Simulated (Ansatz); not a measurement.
**MnO2 under changes of volume**

One of the cells (10.839 Å³/atom); the others are scaled copies at fixed shape and fractional positions:

```
Mn O
1.0
     2.85658    0.00000    0.00000
    -1.42829    2.47387    0.00000
     0.00000    0.00000    4.60137
Mn O
1 2
Direct
  0.00000 0.00000 0.50000
  0.33333 0.66667 0.70629
  0.66667 0.33333 0.29371
```

Measurements of this composition are mostly on another form, of space group No. 136.

```yaml
Program: Ansatz 0.2.0
Functional: LDA
Potentials_or_basis: Ansatz PAW
Cutoff: "420 eV (not typed: the program's choice for these potentials)"
k_mesh: 11 × 11 × 6
Occupations: fermi-dirac, width 0.05 eV
Spin: collinear spin, ferromagnetic start
Starting_moments: "[4.0, 0.0, 0.0] μB"
```

```csv
volume (Å³/atom),energy over the lowest point (meV/atom),pressure (GPa),gap on the mesh (eV),largest force (eV/Å)
10.189,?,?,?,?
10.405,0.00,-0.6,0.29,0.048
10.622,3.77,-5.0,0.37,0.265
10.839,13.14,-8.9,0.44,0.553
11.056,27.49,-12.3,0.52,0.817
11.273,46.31,-15.4,0.59,1.061
11.489,69.06,-18.2,0.65,1.284
```

Problem. What does the run at 10.189 Å³/atom give?

Solution. Energy over the lowest point 2.53 meV/atom; pressure 4.3 GPa; gap on the mesh 0.20 eV; largest force 0.388 eV/Å.

Worked out: A Birch-Murnaghan fit of order 3 (a polynomial in V^(-2/3)) to the other rows has its minimum at 10.38 Å³/atom, just outside them, with B0 = V·E''(V) = 222 GPa and B' = 4.2 at fixed shape and positions, which overstates the stiffness. It gives 2.41 meV/atom at 10.189 Å³/atom, against the run's 2.53, and -dE/dV = 4.2 GPa, against 4.3. A straight line through the other rows of the gap, of slope 3.66 eV per unit of ln V, extrapolates to 0.22 eV, against the run's 0.20.

Energies are extrapolated to zero smearing.

Caveats: odd divisions of the mesh miss points on the zone boundary, where band edges often lie, so the gap on the mesh can be too wide; a cell with one magnetic atom can't hold antiferromagnetic order, which such compounds often take; the PAW data sets come from PBE, with cores solved anew for the run's functional, which leaves a small shift of forces and pressure; forces of over 1 eV/Å show positions far from the minimum, so gaps and moduli don't describe the material at rest (some runs).

A mesh can miss the band edges.
